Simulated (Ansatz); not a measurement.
The cell was built from the diamond type and relaxed in the same program, and has space group Fd-3m; it needn't be a known or the stable phase.

A run on Hf: DFT, PBE, all-electron LAPW, scalar-relativistic (Ansatz 0.2.0). The input:

```yaml
crystal:
  lattice:
    - [0.0, 3.2700369591, 3.2700369591]
    - [3.2700369591, 0.0, 3.2700369591]
    - [3.2700369591, 3.2700369591, 0.0]
  atoms:
    - { symbol: Hf, position: [0.0, 0.0, 0.0] }
    - { symbol: Hf, position: [0.25, 0.25, 0.25] }
kpoints:
  mp_grid: { grid: [10, 10, 10] }
scf:
  occupations: { method: fermi_dirac, width: 0.03 }
hamiltonian:
  xc: pbe
  pseudopotentials:
    kind: all_electron
    lapw: { basis_error: 0.0005, muffin_tin_radii: { Hf: 1.561 } }
output:
  forces: true
  stress: true
  eigenvalues: true
```

**Question.** Did this run give a result to trust?

**Answer.** No. The program refused the input. The typed spheres overlap: twice 1.561 Å exceeds the shortest distance, 2.832 Å; smaller radii, or none typed, cure it. It says:
```
Error: `kind: all_electron` solves this crystal on LAPW (the input types lapw, or this build lists no dataset of some species for it), and no LAPW basis is found for it: the given muffin-tin radii of Hf and Hf, or the smallest supported ones, add up to 3.122 Å, and 2.832 Å are free between these atoms; give smaller radii, or leave one out; where each species has a listed dataset, leave lapw and dirac_shells out and run without spin–orbit coupling, or set another kind (and leave the keys of all_electron out)
```
